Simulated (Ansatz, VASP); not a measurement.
# LiCl in VASP and in Ansatz

```
Li Cl
1.0
     0.00000    0.00000    3.60189
     6.78801    0.00000    0.00000
     0.00000    6.78801    0.00000
Li Cl
4 4
Direct
  0.50000 0.66211 0.66211
  0.25000 0.16211 0.83789
  0.00000 0.33789 0.33789
  0.75000 0.83789 0.16211
  0.00000 0.82935 0.82935
  0.75000 0.32935 0.67065
  0.50000 0.17065 0.17065
  0.25000 0.67065 0.32935
```

Alike in both runs: task single point; functional PBE; k mesh 4 × 2 × 2; occupations gaussian, width 0.1 eV; no spin polarisation.

|  | VASP | Ansatz |
| --- | --- | --- |
| version | VASP 6.6.1 | Ansatz 0.2.0 |
| potentials or method | VASP PAW PBE potentials, release 64 (Li_sv, Cl) | scalar-relativistic, plane waves, PAW |
| plane-wave cutoff (eV) | 520 | 420 |
| valence electrons in the cell | 40 | 40 |

|  | VASP | Ansatz | Ansatz less VASP |
| --- | --- | --- | --- |
| gap on the k mesh at the Fermi level (eV) | 5.72 | 5.72 | -0.008 |
| least direct gap on the mesh (eV) | 5.72 | 5.72 | -0.008 |
| rms of the force components (eV/Å) | 0.003 | 0.003 | +0.0002 |

Atom by atom the forces differ by 0.001 eV/Å (rms over components). The functional is the same, so the differences come from potentials, cutoffs and numerics.

Caveats: the k mesh is coarse (spacing up to 0.46 Å⁻¹), so the values aren't converged.
